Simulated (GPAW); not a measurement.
Crystal: SnO2 (Cassiterite).

```
CELL_PARAMETERS angstrom
4.73800 0.00000 0.00000
0.00000 4.73800 0.00000
0.00000 0.00000 3.18650
ATOMIC_POSITIONS crystal
Sn 0.50000 0.50000 0.50000
Sn 0.00000 0.00000 0.00000
O 0.80710 0.19290 0.50000
O 0.19290 0.80710 0.50000
O 0.30710 0.30710 0.00000
O 0.69290 0.69290 0.00000
```

* Program: GPAW 26.7.0
* Task: relaxation of cell and atoms
* Functional: revPBE
* Dispersion: D3
* Potentials or basis: the program's PAW data sets (release 1.2.1) made for this functional
* Cutoff: 800 eV
* Basis: pw
* k mesh: 4 × 4 × 5
* Occupations: fermi-dirac, width 0.05 eV
* Spin: no spin polarisation

At the start: pressure 8.1 GPa; volume 11.92 Å³/atom.

Problem. Where does the relaxation end?

Solution. Over 12 steps the energy falls by 12.4 meV/atom and the volume is 12.38 Å³/atom (+3.8 %); space group P4_2/mnm (No. 136, to 0.05 Å).

Step by step:
```tsv
step	energy change (eV)	largest force (eV/Å)	pressure (GPa)	volume (Å³)
1	0.0000	0.3405	8.05	71.53
2	-0.0200	0.2015	6.90	71.84
3	-0.0595	0.2030	2.63	73.14
4	-0.0649	0.2124	1.60	73.52
5	-0.0723	0.1207	0.02	74.18
6	-0.0737	0.0357	-0.17	74.30
7	-0.0739	0.0020	-0.04	74.27
8	-0.0739	0.0082	0.02	74.25
9	-0.0740	0.0173	0.13	74.22
10	-0.0741	0.0190	0.19	74.21
11	-0.0742	0.0118	0.13	74.24
12	-0.0743	0.0037	0.04	74.28
```

Final structure:
```
Sn O
1.0
     4.80225    0.00001    0.00000
     0.00001    4.80225    0.00000
     0.00000    0.00000    3.22100
Sn O
2 4
Cartesian
  2.4011 2.4011 1.6105
  0.0000 0.0000 0.0000
  3.8697 0.9325 1.6105
  0.9325 3.8697 1.6105
  1.4686 1.4686 0.0000
  3.3336 3.3336 0.0000
```

Caveat: the k mesh is coarse; later steps reuse the first step's grids.
